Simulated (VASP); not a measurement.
Ta, 8 atoms in the cell. It takes space group Pm-3n (No. 223, cubic). Conventional cell: a = 5.216 Å, b = 5.216 Å, c = 5.216 Å, α = 90.00°, β = 90.00°, γ = 90.00°. Ta (site symmetry m-3) is surrounded by 12 Ta at 2.92 Å. Ta (site symmetry -4m2) has 6 Ta at 2.61 to 2.92 Å as nearest neighbours. This isn't the form of Ta at room conditions, which is bcc.

| Item | Value |
| --- | --- |
| Program | VASP 6.6.1 |
| Task | relaxation of cell and atoms |
| Functional | LDA |
| Potentials or basis | VASP PAW LDA potentials, release 64 (Ta_pv) |
| Cutoff | 600 eV |
| k mesh | 8 × 8 × 8 |
| Occupations | methfessel-paxton, width 0.1 eV |
| Spin | no spin polarisation |
| Further INCAR settings | ALGO = Normal; EDIFF = 1e-07; IBRION = 2; EDIFFG = -0.005; NSW = 90; ISIF = 3 |

Potentials or basis: VASP PAW LDA potentials, release 64 (Ta_pv).

The run is started by

```sh
$ cat potpaw_LDA.64/Ta_pv/POTCAR > POTCAR
$ mpirun -np 2 vasp_std > vasp.out
```

Hardware: 2 MPI ranks on AMD EPYC 9R45 96-Core Processor (Zen 5), with other jobs on the host.

Task: How long does it take, and how much memory?

Result: Run time: 91 s on 2 MPI ranks on AMD EPYC 9R45 96-Core Processor (Zen 5), with other jobs on the host, peak memory 0.32 GiB a rank. Counts: scf iterations 14, k points 35, ion steps 1.
